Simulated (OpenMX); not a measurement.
# Pd in OpenMX: convergence with VNA

Input of the first run (VNA 1 3); the others differ in this setting and in those tied to it:

File Pd.dat:

```
System.CurrrentDirectory             ./
System.Name                          Pd
DATA.PATH                            ./DFT_DATA13
level.of.stdout                      1
level.of.fileout                     0
Species.Number                       1
<Definition.of.Atomic.Species
  Pd  Pd7.0-s3p2d1           Pd_CA13
Definition.of.Atomic.Species>

Atoms.Number                         2
Atoms.SpeciesAndCoordinates.Unit     Ang
<Atoms.SpeciesAndCoordinates
    1  Pd    0.0472986446    1.4658049597    1.1243719964   8.000  8.000
    2  Pd    1.2992951458    0.6277093046    3.3713477520   8.000  8.000
Atoms.SpeciesAndCoordinates>

Atoms.UnitVectors.Unit               Ang
<Atoms.UnitVectors
     2.7836650458    0.0000000000    0.0000000000
    -1.3918325229    2.4107246453    0.0000000000
     0.0000000000    0.0000000000    4.6288930000
Atoms.UnitVectors>

scf.XcType                           LDA
scf.SpinPolarization                 off
scf.ElectronicTemperature            580.226
scf.energycutoff                     400.0
scf.maxIter                          100
scf.EigenvalueSolver                 band
scf.Kgrid                            9 9 5
scf.Mixing.Type                      rmm-diisk
scf.Init.Mixing.Weight               0.05
scf.Min.Mixing.Weight                0.001
scf.Max.Mixing.Weight                0.3
scf.Mixing.History                   25
scf.Mixing.StartPulay                8
scf.criterion                        1.0e-8
scf.stress.tensor                    on
MD.Type                              nomd
scf.BufferL.VNA                      1
scf.RadialF.VNA                      3
```

Potentials or basis: OpenMX 2013 LDA set, Pd7.0-s3p2d1, grid cutoff 400 Ry.

Command:

```bash
$ openmx Pd.dat -nt 1 > Pd.std
```

The cell isn't the ideal one: atoms moved at random, drawn with an rms of 0.15 Å.

This isn't the form of Pd at room conditions, which is fcc.

Hardware: 1 thread of Arm Neoverse V2, with other jobs on the host.

Q: The values tried are 1 3, 2 4, 3 6, 4 8, 5 10, 6 12, 6 16, loosest first. From which on does the pressure stay within 0.1 GPa of the tightest run that finished?

A: From 5 10 on.

| VNA | energy less the tightest run, at zero smearing (meV/atom) | pressure (GPa) | largest force (eV/Å) | SCF cycles | CPU time (s) | peak memory (GiB) |
| --- | --- | --- | --- | --- | --- | --- |
| 1 3 | 69.59 | -11.55 | 0.596 | 17 | 43 | 0.48 |
| 2 4 | 37.40 | -12.00 | 0.588 | 17 | 44 | 0.49 |
| 3 6 | -0.14 | -13.32 | 0.586 | 17 | 46 | 0.51 |
| 4 8 | -10.59 | -13.93 | 0.570 | 17 | 48 | 0.52 |
| 5 10 | -4.23 | -13.69 | 0.563 | 17 | 51 | 0.53 |
| 6 12 | 0.12 | -13.66 | 0.560 | 17 | 56 | 0.59 |
| 6 16 | 0.00 | -13.66 | 0.560 | 17 | 60 | 0.65 |

Against the tightest run, the energy stays within 1 meV/atom from 6 12 on; the largest force stays within 0.005 eV/Å from 5 10 on. The tightest run that finished is the yardstick and may itself not be fully converged.

Caveat, for the tightest run too: the basis of atomic orbitals isn't converged, which shifts pressures, moduli and gaps.
